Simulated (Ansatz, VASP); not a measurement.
## Mo in VASP and in Ansatz

File INCAR:

```
SYSTEM = Mo
PREC     = Accurate       ! precision mode
ENCUT    = 600            ! plane-wave cutoff, eV
EDIFF    = 1E-7           ! SCF threshold, eV
ISMEAR   = -1             ! smearing method
SIGMA    = 0.03           ! smearing width, eV
LREAL    = .False.        ! projectors in reciprocal space
LASPH    = .True.         ! aspherical terms in the spheres
NELM     = 100            ! most SCF steps
ALGO     = Normal         ! electronic algorithm
ISIF     = 3              ! what is computed and relaxed
LWAVE    = .False.        ! write WAVECAR
LCHARG   = .False.        ! write CHGCAR
GGA      = PE             ! functional
IBRION   = 2              ! ionic algorithm
NSW      = 100            ! ionic steps
EDIFFG   = -0.005         ! ionic threshold
```

The input KPOINTS:

```
Automatic mesh
0
Gamma
  16 16 16
  0 0 0
```

File POSCAR:

```
Mo
1.0
   -1.5712789487      1.5712789487      1.5712789487
    1.5712789487     -1.5712789487      1.5712789487
    1.5712789487      1.5712789487     -1.5712789487
Mo
1
Direct
    0.0000000000      0.0000000000      0.0000000000
```

Input for Ansatz:

```yaml
crystal:
  lattice:
    - [-1.5712789487, 1.5712789487, 1.5712789487]
    - [1.5712789487, -1.5712789487, 1.5712789487]
    - [1.5712789487, 1.5712789487, -1.5712789487]
  atoms:
    - { symbol: Mo, position: [0.0, 0.0, 0.0] }
kpoints:
  mp_grid: { grid: [16, 16, 16] }
scf:
  occupations: { method: fermi_dirac, width: 0.03 }
hamiltonian:
  xc: pbe
  pseudopotentials: { kind: paw }
output:
  forces: true
  stress: true
relax:
  f_tol: 0.005
  max_steps: 80
  cell: {}
```

Alike in both runs: task relaxation of cell and atoms; functional PBE; k mesh 16 × 16 × 16; occupations fermi-dirac, width 0.03 eV; no spin polarisation.

```csv
,VASP,Ansatz
version,VASP 6.6.1,Ansatz 0.2.0
potentials or method,"VASP PAW PBE potentials, release 64 (Mo_sv)","PAW with Ansatz's default frozen-core files, scalar-relativistic"
plane-wave cutoff (eV),600,420
valence electrons in the cell,14,14
```

```tsv
	VASP	Ansatz	Ansatz less VASP
relaxed volume (Å³/atom)	15.80	15.78	-0.024
relaxed cell length with the largest relative difference (Å)	2.738	2.737	-0.0014
energy change over the relaxation (meV/atom)	-4	-4	+0.7
```
